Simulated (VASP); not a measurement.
Write the native input for VASP 6.6.1 that does the following.

```
Task                   : band structure
Functional             : TB-mBJ
Potentials or basis    : VASP PAW PBE potentials, release 64 (Ga_d, P)
Cutoff                 : 520 eV
k mesh                 : 9 × 9 × 9
Occupations            : gaussian, width 0.02 eV
Spin                   : no spin polarisation
Further INCAR settings : ALGO = Normal; EDIFF = 1e-06
```

GaP:

```xyz
4
Lattice="1.9144 1.1053 6.3564 -1.9144 1.1053 6.3564 0.0000 -2.2105 6.3564" Properties=species:S:1:pos:R:3 pbc="T T T"
Ga    0.0000    0.0000    8.3104
Ga    0.0000    0.0000   10.7589
P     0.0000    0.0000    1.1020
P     0.0000    0.0000   17.9673
```

Measurements of this composition are mostly on another form, of space group No. 216.

These files were run (other wordings do the same):

POSCAR

```
GaP
1.0
    1.9143800000      1.1052700000      6.3564400000
   -1.9143800000      1.1052700000      6.3564400000
    0.0000000000     -2.2105400000      6.3564400000
Ga P
2 2
Direct
    0.4358000000      0.4358000000      0.4358000000
    0.5642000000      0.5642000000      0.5642000000
    0.0577900000      0.0577900000      0.0577900000
    0.9422100000      0.9422100000      0.9422100000
```

INCAR.step1

```
PREC = Accurate ; ENCUT = 520
EDIFF = 1E-5 ; ISMEAR = 0
SIGMA = 0.02 ; LREAL = F
LASPH = T ; NELM = 80
ALGO = Normal ; ISIF = 2
LWAVE = T ; LCHARG = F
GGA = PE
```

INCAR.step2

```
PREC = Accurate ; ENCUT = 520
EDIFF = 1E-6 ; ISMEAR = 0
SIGMA = 0.02 ; LREAL = F
LASPH = T ; NELM = 80
ALGO = Normal ; ISIF = 2
LWAVE = F ; LCHARG = F
METAGGA = MBJ ; ISTART = 1
```

KPOINTS

```
regular mesh
0
Gamma
  9 9 9
```

KPOINTS_OPT

```
path GLB1,BZGX,QFP1Z,LP
15
line-mode
reciprocal
 0.0000000000  0.0000000000  0.0000000000  G
 0.5000000000  0.0000000000  0.0000000000  L

 0.5000000000  0.0000000000  0.0000000000  L
 0.5000000000  0.1868232629 -0.1868232629  B1

 0.8131767371  0.5000000000  0.1868232629  B
 0.5000000000  0.5000000000  0.5000000000  Z

 0.5000000000  0.5000000000  0.5000000000  Z
 0.0000000000  0.0000000000  0.0000000000  G

 0.0000000000  0.0000000000  0.0000000000  G
 0.3434116315  0.0000000000 -0.3434116315  X

 0.6565883685  0.3434116315  0.0000000000  Q
 0.5000000000  0.5000000000  0.0000000000  F

 0.5000000000  0.5000000000  0.0000000000  F
 0.6565883685  0.6565883685  0.1868232629  P1

 0.6565883685  0.6565883685  0.1868232629  P1
 0.5000000000  0.5000000000  0.5000000000  Z

 0.5000000000  0.0000000000  0.0000000000  L
 0.8131767371  0.3434116315  0.3434116315  P
```

Potentials or basis: VASP PAW PBE potentials, release 64 (Ga_d, P).

The run is started by

```sh
$ cat potpaw_PBE.64/Ga_d/POTCAR potpaw_PBE.64/P/POTCAR > POTCAR
$ cp INCAR.step1 INCAR
$ mpirun -np 1 vasp_std > vasp.out
$ cp INCAR.step2 INCAR
$ mpirun -np 1 vasp_std > vasp.out
```

It gave:

- Band gap on the k mesh: 1.62 eV, indirect (least direct gap 2.07 eV)
- Band gap along the path: 1.51 eV, indirect (least direct gap 1.80 eV)

Caveat: the mesh misses the band edges, which the band path finds closer together.

Run time: 30 min on 1 thread of AMD EPYC 7R43 64-Core Processor (Zen 3), with other jobs on the host, peak memory 0.48 GiB.
